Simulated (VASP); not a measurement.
VASP inputs for KI (strained database structure)

INCAR

```
SIGMA = 0.02
LCHARG = .FALSE.
LWAVE = .FALSE.
NELM = 120
LASPH = .TRUE.
GGA = PE
ISMEAR = -1
ISIF = 2
LREAL = .FALSE.
NBANDS = 15
IBRION = -1
ENCUT = 520
EDIFF = 1E-7
NSW = 0
PREC = Accurate
```

KPOINTS

```
KPOINTS created by Atomic Simulation Environment
0
Gamma
6 6 6
0 0 0
```

KPOINTS_OPT

```
special points
4
Reciprocal
0.0000000000 0.0000000000 0.0000000000 1
0.0000000000 0.5000000000 0.0000000000 1
0.5000000000 0.5000000000 0.0000000000 1
0.5000000000 0.5000000000 0.5000000000 1
```

POSCAR

```
K  I
 1.0000000000000000
     4.2910852517000002    0.0000000000000000    0.0000000000000000
     0.0000000000000000    4.2910852517000002    0.0000000000000000
     0.0000000000000000    0.0000000000000000    4.1842372289999998
 K   I
   1   1
Cartesian
  0.0000000000000000  0.0000000000000000  0.0000000000000000
  2.1455426258500001  2.1455426258500001  2.0921186144999995
```

VASP ran with the recommended PBE PAW datasets (16 valence electrons in the cell).

Task: Predict the results.

Result: gap between bands v and c 3.29 eV; least direct gap 3.64 eV; pressure 0.9 GPa.

Band v is the last that the valence electrons fill when counted band by band, and c is the next. Levels in eV from the top of v:

```csv
point,v−1,v,c,c+1
Γ,-0.53,-0.35,3.29,4.56
X,-0.47,-0.28,5.46,6.04
M,-1.88,0.00,3.76,5.73
R,-1.80,-1.80,5.53,5.53
```
